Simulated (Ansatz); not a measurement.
# C (Pm-3m) in Ansatz: settings compared

Aim: see how the results for C move with the level of theory and the settings. Levels: PBE, PBEsol, RPBE, revPBE, BLYP. Tasks: relaxation of cell and atoms.

Program: Ansatz 0.2.0. These are calculated values, not measurements. Logs are shortened: lines on timing, memory, paths and dates and some standing lists are left out, and cuts for length are marked.

## 1. Starting point

It takes space group Pm-3m (No. 221, cubic). The conventional cell has a = 2.620 Å, b = 2.620 Å, c = 2.620 Å, α = 90.00°, β = 90.00°, γ = 90.00°. Around C (site symmetry 4/mmm) lie 8 C at 1.85 Å.

The cell was built by a generator and needn't be a form met in nature.

## 2. Relaxation of cell and atoms, PBE

Contents of input.yaml:

```yaml
crystal:
  lattice:
    - [2.61972, 0.0, 0.0]
    - [0.0, 2.61972, 0.0]
    - [0.0, 0.0, 2.61972]
  atoms:
    - { symbol: C, position: [0.0, 0.5, 0.5] }
    - { symbol: C, position: [0.5, 0.0, 0.5] }
    - { symbol: C, position: [0.5, 0.5, 0.0] }
hamiltonian:
  xc: pbe
  pseudopotentials: { kind: paw }
kpoints:
  mp_grid: { grid: [10, 10, 10] }
scf:
  occupations: { method: fermi_dirac, width: 0.05 }
output:
  forces: true
  stress: true
  eigenvalues: true
relax:
  f_tol: 0.01
  max_steps: 40
  cell: { stress_tol: 0.05 }
```

Potentials or basis: Ansatz PAW.

Run with:

```bash
$ ansatz run input.yaml --threads 2 --pin off --max-ram 5632MiB --backend cpu --events-out ev --progress --plain --runs-dir out
```

Output:

```text
Warning: RAYON_NUM_THREADS=2 ignored (pool sized by the plan → 2); use --threads N
Engine: ansatz 0.2.0, aarch64-unknown-linux-gnu
Pseudopotentials: kind: paw
Pseudopotential: C, paw, valence charge 4, recommended cutoff 420 eV (normal), C.paw.azcp
Functional definition: PBE
  parameter kappa = 0.804
  parameter beta = 0.06672455060314922
  exchange = pbe_x(kappa = kappa, mu = beta*pi^2/3)
  correlation = pbe_c(beta = beta)
Crystal: 3 atoms, lattice volume = 17.979 Å³
Basis set: ecut = 420 eV, 365 PW (Γ), exchange–correlation on 36×36×36 points (8 copies of the dense FFT grid, shifted against one another)
Bands: 10, of which v1, the nominal top of the filled ones, is band 6 counted from 1 (5 counted from 0)
Symmetry: 48 space group operations
Space group: Pm-3m (ITA 221), of the structure as read, at distance tolerance 2.6e-5 Å
k-points: 56 of 1000
Non-local potential: C, projectors of the file, l = 0: 2, l = 1: 2, l = 2: 1
PAW form: soft (Blöchl's): semilocal exchange-correlation on the pseudo side does not see the compensation charge
PAW one-centre angular grid: C, 110 points (default); XC on 64 Gauss nodes
Initial density: superposition of atomic densities (neutral atoms: chi_scale 0, normalization atom), corrected by the library's trained network
Initial wavefunctions: pseudopotential atomic-orbital guess
Functional: x = pbe(κ = 0.804, μ = 0.2195149727645171), c = pbe(β = 0.06672455060314922)
SCF iter   1: F=—  HF=-741.890411 eV  |F-HF|=—  |Δ(HF+E_count)|=         —  Δρ=2.02e-2  dr2=7.67e-2  ethr=1.77e-3  ⟨swp⟩=5.8  Hψ=3403  notcnv=0
preconditioner: auto → none  [metal: Δε(μ)=0.042 eV  Ē_g=13.631 eV  σ=0.050 eV  W_gap=0.21  n_scr=6 (ndim 8)  ℏωp=30.3 eV  f_vac=0.001  D(μ)=1.37/eV (n_scr^D=18)  sad-step TF]
SCF iter   2: F=—  HF=-741.872285 eV  |F-HF|=—  |Δ(HF+E_count)|=   1.81e-2  Δρ=1.20e-2  dr2=3.13e-2  ethr=6.39e-4  ⟨swp⟩=1.3  Hψ=1025  notcnv=0
SCF iter   3: F=—  HF=-741.861398 eV  |F-HF|=—  |Δ(HF+E_count)|=   1.09e-2  Δρ=1.71e-3  dr2=3.20e-4  ethr=2.61e-4  ⟨swp⟩=2.0  Hψ=1116  notcnv=0
SCF iter   4: F=—  HF=-741.861561 eV  |F-HF|=—  |Δ(HF+E_count)|=   1.63e-4  Δρ=2.86e-4  dr2=1.27e-5  ethr=2.66e-6  ⟨swp⟩=2.1  Hψ=908  notcnv=0
SCF iter   5: F=—  HF=-741.861638 eV  |F-HF|=—  |Δ(HF+E_count)|=   7.71e-5  Δρ=2.97e-5  dr2=1.07e-7  ethr=1.06e-7  ⟨swp⟩=2.5  Hψ=895  notcnv=0
SCF iter   6: F=-741.861638 eV  HF=-741.861638 eV  |F-HF|=3.37e-10  |Δ(HF+E_count)|=   1.54e-8  Δρ=2.11e-6  dr2=3.73e-10  ethr=8.33e-10  ⟨swp⟩=4.8  Hψ=2391  notcnv=0
SCF 1 converged in 6 iterations: F = -741.861638 eV  dr2 = 3.73e-10
relax step   1: F+E_penalty+E_count = -741.86163843 eV  Δ(F+E_penalty+E_count) = +0.000e0 eV  max|allowed force component| = 3.112e-30 eV/Å  Δτ_max = 0.0000 Å  P = +3.207 GPa  Ω = 17.979 Å³  (6 SCF iters, dr2 threshold 1.00e-7 eV, accepted)
Crystal: 3 atoms, lattice volume = 18.071 Å³
Initial density: handed on by an earlier stage of this run
Initial wavefunctions: those handed on with the density
iter 1 solved again at ethr=4.67e-7 eV; its pass at ethr=3.10e-3 eV (dr2=5.61e-5 eV) is discarded
SCF iter   1: F=—  HF=-741.862585 eV  |F-HF|=—  |Δ(HF+E_count)|=         —  Δρ=5.73e-4  dr2=4.97e-5  ethr=4.67e-7  ⟨swp⟩=1.5  Hψ=3982  notcnv=0
preconditioner: auto → none  [metal: Δε(μ)=0.035 eV  Ē_g=13.576 eV  σ=0.050 eV  W_gap=0.17  n_scr=6 (ndim 8)  ℏωp=30.3 eV  f_vac=0.000  D(μ)=1.13/eV (n_scr^D=6)]
SCF iter   2: F=—  HF=-741.862663 eV  |F-HF|=—  |Δ(HF+E_count)|=   7.78e-5  Δρ=2.74e-4  dr2=1.06e-5  ethr=4.14e-7  ⟨swp⟩=1.3  Hψ=624  notcnv=0
iter 3 did not close the SCF: its close was put off for the readings that it lacked (scf_convergence_deferred on its scf_iter line)
SCF iter   3: F=-741.862664 eV  HF=-741.862664 eV  |F-HF|=5.08e-8  |Δ(HF+E_count)|=   1.75e-6  Δρ=2.06e-5  dr2=5.45e-8  ethr=8.82e-8  ⟨swp⟩=2.4  Hψ=910  notcnv=0
iter 4 did not close the SCF: its close was put off for the readings that it lacked (scf_convergence_deferred on its scf_iter line)
SCF iter   4: F=-741.862664 eV  HF=-741.862664 eV  |F-HF|=1.43e-9  |Δ(HF+E_count)|=   5.54e-8  Δρ=3.18e-6  dr2=9.22e-10  ethr=4.54e-10  ⟨swp⟩=2.3  Hψ=875  notcnv=0
iter 5 did not close the SCF: its close was put off for the readings that it lacked (scf_convergence_deferred on its scf_iter line)
SCF iter   5: F=-741.862664 eV  HF=-741.862664 eV  |F-HF|=1.36e-11  |Δ(HF+E_count)|=   1.69e-9  Δρ=2.88e-7  dr2=6.11e-12  ethr=7.68e-12  ⟨swp⟩=2.2  Hψ=875  notcnv=0
SCF iter   6: F=-741.862664 eV  HF=-741.862664 eV  |F-HF|=0.00e0  |Δ(HF+E_count)|=  1.63e-11  Δρ=2.33e-8  dr2=1.03e-13  ethr=1.00e-12  ⟨swp⟩=1.0  Hψ=1361  notcnv=0
SCF 2 converged in 6 iterations: F = -741.862664 eV  dr2 = 1.03e-13
[... 24 lines left out ...]
SCF iter   4: F=-741.862892 eV  HF=-741.862892 eV  |F-HF|=1.30e-11  |Δ(HF+E_count)|=  2.90e-10  Δρ=2.62e-7  dr2=6.90e-12  ethr=1.49e-12  ⟨swp⟩=2.1  Hψ=790  notcnv=0
iter 5 did not close the SCF: its close was put off for the readings that it lacked (scf_convergence_deferred on its scf_iter line)
SCF iter   5: F=-741.862892 eV  HF=-741.862892 eV  |F-HF|=2.27e-13  |Δ(HF+E_count)|=  1.46e-11  Δρ=1.69e-8  dr2=2.17e-14  ethr=1.00e-12  ⟨swp⟩=1.0  Hψ=560  notcnv=0
iter 6 did not close the SCF: its close was put off for the readings that it lacked (scf_convergence_deferred on its scf_iter line)
SCF iter   6: F=-741.862892 eV  HF=-741.862892 eV  |F-HF|=2.27e-13  |Δ(HF+E_count)|=  4.55e-13  Δρ=4.68e-9  dr2=3.84e-15  ethr=1.00e-12  ⟨swp⟩=1.0  Hψ=560  notcnv=0
SCF iter   7: F=-741.862892 eV  HF=-741.862892 eV  |F-HF|=1.14e-13  |Δ(HF+E_count)|=  1.14e-13  Δρ=1.71e-9  dr2=2.89e-16  ethr=1.00e-12  ⟨swp⟩=1.0  Hψ=1344  notcnv=0
SCF 4 converged in 7 iterations: F = -741.862892 eV  dr2 = 2.89e-16
relax step   4: F+E_penalty+E_count = -741.86289201 eV  Δ(F+E_penalty+E_count) = -4.560e-5 eV  max|allowed force component| = 5.259e-31 eV/Å  Δτ_max = 0.0000 Å  P = -0.003 GPa  Ω = 18.278 Å³  energy of the carried Pulay correction = -1.738e-3 eV  (7 SCF iters, dr2 threshold 1.63e-8 eV, accepted)
Initial wavefunctions: pseudopotential atomic-orbital guess (no wavefunctions were taken with the density)
iter 1 solved again at ethr=8.40e-8 eV; its pass at ethr=3.10e-3 eV (dr2=1.01e-5 eV) is discarded
SCF iter   1: F=—  HF=-741.864554 eV  |F-HF|=—  |Δ(HF+E_count)|=         —  Δρ=1.03e-4  dr2=2.86e-7  ethr=8.40e-8  ⟨swp⟩=3.2  Hψ=5025  notcnv=0
SCF iter   2: F=—  HF=-741.864634 eV  |F-HF|=—  |Δ(HF+E_count)|=   8.00e-5  Δρ=5.12e-5  dr2=6.41e-8  ethr=2.38e-9  ⟨swp⟩=2.2  Hψ=901  notcnv=0
SCF iter   3: F=—  HF=-741.864634 eV  |F-HF|=—  |Δ(HF+E_count)|=   1.79e-7  Δρ=3.18e-6  dr2=4.68e-10  ethr=5.34e-10  ⟨swp⟩=2.0  Hψ=880  notcnv=0
iter 4 did not close the SCF: its close was put off for the readings that it lacked (scf_convergence_deferred on its scf_iter line)
SCF iter   4: F=-741.864634 eV  HF=-741.864634 eV  |F-HF|=2.50e-12  |Δ(HF+E_count)|=  5.38e-10  Δρ=2.80e-7  dr2=5.65e-12  ethr=3.90e-12  ⟨swp⟩=2.4  Hψ=899  notcnv=0
iter 5 did not close the SCF: its close was put off for the readings that it lacked (scf_convergence_deferred on its scf_iter line)
SCF iter   5: F=-741.864634 eV  HF=-741.864634 eV  |F-HF|=2.27e-13  |Δ(HF+E_count)|=  2.73e-12  Δρ=5.17e-8  dr2=1.75e-13  ethr=1.00e-12  ⟨swp⟩=1.0  Hψ=560  notcnv=0
iter 6 did not close the SCF: its close was put off for the readings that it lacked (scf_convergence_deferred on its scf_iter line)
SCF iter   6: F=-741.864634 eV  HF=-741.864634 eV  |F-HF|=2.27e-13  |Δ(HF+E_count)|=  4.55e-13  Δρ=3.57e-9  dr2=2.04e-15  ethr=1.00e-12  ⟨swp⟩=1.0  Hψ=560  notcnv=0
iter 7 did not close the SCF: its close was put off for the readings that it lacked (scf_convergence_deferred on its scf_iter line)
SCF iter   7: F=-741.864634 eV  HF=-741.864634 eV  |F-HF|=1.14e-13  |Δ(HF+E_count)|=  2.27e-13  Δρ=7.87e-10  dr2=4.00e-17  ethr=1.00e-12  ⟨swp⟩=1.0  Hψ=560  notcnv=0
SCF iter   8: F=-741.864634 eV  HF=-741.864634 eV  |F-HF|=2.27e-13  |Δ(HF+E_count)|=  2.27e-13  Δρ=3.20e-10  dr2=2.20e-17  ethr=1.00e-12  ⟨swp⟩=1.9  Hψ=1529  notcnv=0
SCF 5 converged in 8 iterations: F = -741.864634 eV  dr2 = 2.20e-17
relax step   5: F+E_penalty+E_count = -741.86463368 eV  Δ(F+E_penalty+E_count) = -1.742e-3 eV  max|allowed force component| = 4.711e-31 eV/Å  Δτ_max = 0.0000 Å  P = +0.041 GPa  Ω = 18.278 Å³  stress off target by 4.07e-2 GPa  SCF on the basis re-selected at this cell (its energy is not comparable with the rows above)  (8 SCF iters)
basis re-selected at this cell: Δ(F+E_penalty+E_count) = -1.742e-3 eV, ΔP = +0.043 GPa vs the last step (what re-selecting the basis moved, of the pressure what is left beyond the Pulay correction that the steps carried, after the strain that the cell walked since its last selection, with what the two solves' SCF thresholds leave and, on support functions, any second-order correction that the steps lacked; it is no measure of the basis error at this ecutwfc). This SCF's stress stands 4.07e-2 GPa from its target on what of the cell is left free (relax.cell.stress_tol is 5.00e-2 GPa) and its largest allowed force component is 4.71e-31 eV/Å (relax.f_tol is 1.00e-2 eV/Å): within both
SCF converged after 8 iterations
Free energy (F): -741.864634 eV
Harris-Foulkes:  -741.864634 eV  (|F-HF|=2.27e-13)
Internal energy: -741.856291 eV  (E = F + TS)
E sigma→0 (E₀):  -741.860462 eV
Entropy (-TS):   -0.008343 eV (-2.781 meV/atom)
Fermi energy:    13.910395 eV
--- Per-component energies (eV) ---
  E_band       = 55.871164
  E_kinetic    = 256.063274
  E_local      = -145.518019  (includes V_loc(G=0)·N_el)
  E_nonlocal   = 80.986312
  E_hartree    = 28.224652
  E_xc         = -142.284648
  E_vxc        = -176.457875  (∫ρ·V_xc dr)
  E_paw        = -294.234255  (= ΣΔE_a)
  E_vpaw       = -15.651843  (= ΣTr[D̂ρ^β])
  E_aug_tail   = 0.000012  (compensation charges beyond the density's cutoff)
  E_ewald      = -525.093618
  E_smearing   = -0.008343  (= −TS)
  E_closure    = 0.000000  (closes the sum)
  Σ components = -741.864634   (vs F -741.864634, Δ=0.00e0)
--- Forces (eV/Å), atoms counted from 1 ---
  atom   1  C      0.00000000     0.00000000    -0.00000000
  atom   2  C      0.00000000     0.00000000     0.00000000
  atom   3  C      0.00000000     0.00000000     0.00000000
  max |Σ_I F_I| component: 9.53e-31 eV/Å
--- Stress (GPa, compression-positive) ---
        0.040746      -0.000000       0.000000
        0.000000       0.040746      -0.000000
        0.000000      -0.000000       0.040746
  P = ⅓ Tr σ = 0.0407 GPa (0.407 kbar)
--- Band table (eV; the first three rows and the last of 56) ---
  k-point 0: bands = ["-8.5398", "6.1510", "6.1510", "6.1510", "10.9916", "10.9916", "18.2202", "18.2202", "18.2202", "19.7345"]
  k-point 1: bands = ["-8.3716", "4.8892", "6.3174", "6.3174", "11.1056", "12.0379", "17.9117", "17.9117", "17.9154", "20.3448"]
  k-point 2: bands = ["-7.8722", "2.6054", "6.8033", "6.8033", "11.4455", "13.6434", "16.9231", "16.9231", "17.1101", "21.7510"]
  k-point 55: bands = ["0.3030", "4.2334", "4.2334", "4.2334", "4.9535", "4.9535", "4.9535", "18.7166", "24.0483", "24.0483"]
--- Relaxed structure (4 steps of the walk, 4 accepted, 1 SCFs on fresh bases) ---
  F+E_penalty+E_count = -741.86463368 eV   max|allowed force component| = 4.711e-31 eV/Å   (the final SCF, on the basis selected at the relaxed cell)
  cell:  # Å, volume = 18.2777 Å³
    - [2.634149015955163, 6.9062644099511036e-34, 6.259272319258516e-34]
    - [6.9062644099511036e-34, 2.634149015955163, 0.0]
    - [3.611118645726067e-34, 0.0, 2.634149015955163]
  atoms:
    - { symbol: C, position: [-2.8717434858389423e-37, 0.5, 0.5] }
    - { symbol: C, position: [0.5, -4.46715653386482e-37, 0.5] }
    - { symbol: C, position: [0.5, 0.5, -3.190826095594819e-38] }
```

It took 2 s on 2 threads of Arm Neoverse V2, shared host; peak memory 0.26 GiB.

What came out:

* Free energy: -741.8646 eV
* Relaxed volume: 6.09 Å³/atom
* Relaxed cell: a = 2.634 Å, b = 2.634 Å, c = 2.634 Å, α = 90.00°, β = 90.00°, γ = 90.00°
* Space group after relaxing (to 0.05 Å): Pm-3m (No. 221)
* Energy gained by relaxing: 1.0 meV/atom
* Ionic steps: 5
* Pressure after relaxing: 0.0 GPa
* Band gap on the k mesh: none (metal or under the smearing width)

The path:
```csv
step,energy change (eV),largest force (eV/Å),volume (Å³)
1,0.0000,0.0000,17.98
2,-0.0010,0.0000,18.07
3,-0.0012,0.0000,18.29
4,-0.0013,0.0000,18.28
5,-0.0030,0.0000,18.28
```

Final structure:
```cif
data_structure
_symmetry_space_group_name_H-M 'P 1'
_symmetry_Int_Tables_number 1
_cell_length_a 2.6341
_cell_length_b 2.6341
_cell_length_c 2.6341
_cell_angle_alpha 90.000
_cell_angle_beta 90.000
_cell_angle_gamma 90.000
_cell_volume 18.28
loop_
_atom_site_label
_atom_site_type_symbol
_atom_site_fract_x
_atom_site_fract_y
_atom_site_fract_z
_atom_site_occupancy
C1 C 0.00000 0.50000 0.50000 1
C2 C 0.50000 0.00000 0.50000 1
C3 C 0.50000 0.50000 0.00000 1
```

Levels at points of the mesh, in eV from the Fermi level:
| k point | band 2 | band 3 | band 4 | band 5 | band 6 | band 7 | band 8 | band 9 | band 10 |
| --- | --- | --- | --- | --- | --- | --- | --- | --- | --- |
| (0.00, 0.00, 0.00) | -7.76 | -7.76 | -7.76 | -2.92 | -2.92 | 4.31 | 4.31 | 4.31 | 5.82 |
| (0.00, 0.00, -0.50) | -16.53 | -5.05 | -5.05 | -0.64 | -0.64 | -0.45 | 0.14 | 2.31 | 5.97 |
| (0.00, -0.50, -0.50) | -13.50 | -13.50 | -10.26 | -1.12 | 0.21 | 0.21 | 2.22 | 4.48 | 4.48 |
| (-0.50, -0.50, -0.50) | -9.68 | -9.68 | -9.68 | -8.96 | -8.96 | -8.96 | 4.81 | 10.14 | 10.14 |

Caveat: the plane-wave basis is chosen anew once the cell has moved, so the energies of steps on either side of that aren't comparable; the pressure holds a Pulay correction of +0.9 GPa for the finite cutoff.

## 3. Relaxation of cell and atoms, PBEsol

Changes to input.yaml since step 2:

```diff
@@ -10,3 +10,3 @@
 hamiltonian:
-  xc: pbe
+  xc: pbesol
   pseudopotentials: { kind: paw }
```

Potentials or basis: Ansatz PAW.

Run with:

```bash
$ ansatz run input.yaml --threads 2 --pin off --max-ram 5632MiB --backend cpu --events-out ev --progress --plain --runs-dir out
```

Output:

```text
Warning: RAYON_NUM_THREADS=2 ignored (pool sized by the plan → 2); use --threads N
[... 3 set-up lines as earlier in the session ...]
Functional definition: PBEsol
  exchange = pbesol_x
  correlation = pbesol_c
Crystal: 3 atoms, lattice volume = 17.979 Å³
Basis set: ecut = 420 eV, 365 PW (Γ), exchange–correlation on 36×36×36 points (8 copies of the dense FFT grid, shifted against one another)
Bands: 10, of which v1, the nominal top of the filled ones, is band 6 counted from 1 (5 counted from 0)
[... 2 set-up lines as earlier in the session ...]
k-points: 56 of 1000
[... 2 set-up lines as earlier in the session ...]
PAW frozen core: C, regenerated for the run's functional, and the local potential with it (the file was generated under x = pbe(κ = 0.804, μ = 0.2195149727645171), c = pbe(β = 0.06672455060314922))
[... 3 set-up lines as earlier in the session ...]
Functional: x = pbesol(κ = 0.804, μ = 0.12345679012345678), c = pbesol(β = 0.046)
SCF iter   1: F=—  HF=-729.610495 eV  |F-HF|=—  |Δ(HF+E_count)|=         —  Δρ=2.14e-2  dr2=9.47e-2  ethr=1.77e-3  ⟨swp⟩=5.8  Hψ=3386  notcnv=0
preconditioner: auto → none  [metal: Δε(μ)=0.019 eV  Ē_g=13.673 eV  σ=0.050 eV  W_gap=0.10  n_scr=6 (ndim 8)  ℏωp=30.3 eV  f_vac=0.001  D(μ)=1.55/eV (n_scr^D=18)  sad-step TF]
SCF iter   2: F=—  HF=-729.588671 eV  |F-HF|=—  |Δ(HF+E_count)|=   2.18e-2  Δρ=1.31e-2  dr2=4.05e-2  ethr=7.89e-4  ⟨swp⟩=1.3  Hψ=1024  notcnv=0
[... 126 lines left out ...]
  E_local      = -137.002887  (includes V_loc(G=0)·N_el)
  E_nonlocal   = 80.024279
  E_hartree    = 26.627707
  E_xc         = -142.519387
  E_vxc        = -177.331457  (∫ρ·V_xc dr)
  E_paw        = -283.101955  (= ΣΔE_a)
  E_vpaw       = -16.660968  (= ΣTr[D̂ρ^β])
  E_aug_tail   = 0.000020  (compensation charges beyond the density's cutoff)
  E_ewald      = -535.029360
  E_core_change = 0.063302  (= ΣΔE_core)
  E_smearing   = -0.010752  (= −TS)
  E_closure    = -0.000000  (closes the sum)
  Σ components = -729.584451   (vs F -729.584451, Δ=0.00e0)
--- Forces (eV/Å), atoms counted from 1 ---
  atom   1  C      0.00000000    -0.00000000     0.00000000
  atom   2  C     -0.00000000    -0.00000000    -0.00000000
  atom   3  C      0.00000000    -0.00000000    -0.00000000
  max |Σ_I F_I| component: 7.56e-31 eV/Å
--- Stress (GPa, compression-positive) ---
       -0.007268      -0.000000       0.000000
       -0.000000      -0.007268      -0.000000
        0.000000      -0.000000      -0.007268
  P = ⅓ Tr σ = -0.0073 GPa (-0.073 kbar)
--- Band table (eV; the first three rows and the last of 56) ---
  k-point 0: bands = ["-8.3742", "6.7295", "6.7295", "6.7295", "12.3472", "12.3472", "19.5202", "19.5202", "19.5202", "20.2996"]
  k-point 1: bands = ["-8.1996", "5.4812", "6.9039", "6.9039", "12.4607", "13.3496", "19.1834", "19.1834", "19.2157", "20.9634"]
  k-point 2: bands = ["-7.6811", "3.1445", "7.4139", "7.4139", "12.7997", "14.8893", "18.1059", "18.1059", "18.4108", "22.8400"]
  k-point 55: bands = ["0.5424", "5.2078", "5.2078", "5.2078", "5.4276", "5.4276", "5.4276", "19.1629", "25.6867", "25.6867"]
--- Relaxed structure (6 steps of the walk, 6 accepted, 2 SCFs on fresh bases) ---
  F+E_penalty+E_count = -729.58445131 eV   max|allowed force component| = 4.711e-31 eV/Å   (the final SCF, on the basis selected at the relaxed cell)
  cell:  # Å, volume = 17.2782 Å³
    - [2.5852316523644494, -1.0231502829557189e-33, -9.228414316855505e-35]
    - [-9.429032019395842e-34, 2.5852316523644494, 2.8888949165808534e-34]
    - [-9.228414316855505e-35, 2.8888949165808534e-34, 2.5852316523644494]
  atoms:
    - { symbol: C, position: [6.381652190897237e-38, 0.5, 0.5] }
    - { symbol: C, position: [0.5, 4.9457804481837295e-37, 0.5] }
    - { symbol: C, position: [0.5, 0.5, 3.190826095615132e-38] }
```

Run time: 3 s. Hardware: 2 threads of Arm Neoverse V2, shared host; peak memory 0.26 GiB.

What came out:

| Item | Value |
| --- | --- |
| Free energy | -729.5845 eV |
| Relaxed volume | 5.76 Å³/atom |
| Relaxed cell | a = 2.585 Å, b = 2.585 Å, c = 2.585 Å, α = 90.00°, β = 90.00°, γ = 90.00° |
| Space group after relaxing (to 0.05 Å) | Pm-3m (No. 221) |
| Energy gained by relaxing | 3.5 meV/atom |
| Ionic steps | 8 |
| Pressure after relaxing | 0.0 GPa |
| Band gap on the k mesh | none (metal or under the smearing width) |

Step by step:
```
step  energy change (eV)  largest force (eV/Å)  volume (Å³)
   1              0.0000                0.0000        17.98
   2             -0.0041                0.0000        17.85
   3             -0.0134                0.0000        17.39
   4             -0.0144                0.0000        17.25
   5             -0.0142                0.0000        17.30
   6             -0.0103                0.0000        17.30
   7             -0.0105                0.0000        17.28
   8             -0.0104                0.0000        17.28
```

Final structure:
```yaml
crystal:
  lattice:
    - [2.58523, 0.00000, 0.00000]
    - [0.00000, 2.58523, 0.00000]
    - [0.00000, 0.00000, 2.58523]
  atoms:
    - { symbol: C, position: [0.00000, 0.50000, 0.50000] }
    - { symbol: C, position: [0.50000, 0.00000, 0.50000] }
    - { symbol: C, position: [0.50000, 0.50000, 0.00000] }
```

Caveat: the plane-wave basis is chosen anew once the cell has moved, so the energies of steps on either side of that aren't comparable; the pressure holds a Pulay correction of +1.1 GPa for the finite cutoff; the PAW data sets come from PBE, with cores solved anew for the run's functional, which leaves a small shift of forces and pressure.

(Part 1 of 2 ends here.)
